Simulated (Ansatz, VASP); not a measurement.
# KCl: VASP beside Ansatz

```xyz
2
Lattice="3.6581 0.0000 0.0000 0.0000 3.6581 0.0000 0.0000 0.0000 3.6581" Properties=species:S:1:pos:R:3 pbc="T T T"
K     0.0000    0.0000    0.0000
Cl    1.8290    1.8290    1.8290
```

Change from the starting cell: volume scaled by 1.02, PAW files.

Alike in both runs: task electric field gradients; functional PBEsol; k mesh 7 × 7 × 7; occupations fermi-dirac, width 0.01 eV; no spin polarisation.

|  | VASP | Ansatz |
| --- | --- | --- |
| version | VASP 6.6.1 | Ansatz 0.2.0 |
| potentials or method | VASP PAW PBE potentials, release 64 (K_sv, Cl) | PAW with Ansatz's default frozen-core files, scalar-relativistic |
| plane-wave cutoff (eV) | 520 | 420 |
| valence electrons in the cell | 16 | 16 |

Ansatz gave:

* gap on the k mesh at the Fermi level (eV): 5.30
* pressure (GPa): 1.7
* Vzz of the field gradient on the site that differs most (V/Å²): 0.0

Q: Estimate VASP's values.

A: gap on the k mesh at the Fermi level (eV): 5.29; pressure (GPa): 1.7; Vzz of the field gradient on the site that differs most (V/Å²): 0.0.

Caveats: the PAW data sets were made with another functional, which shifts forces and pressure a little (VASP); an odd mesh through Γ misses points on the zone boundary, where band edges often lie.
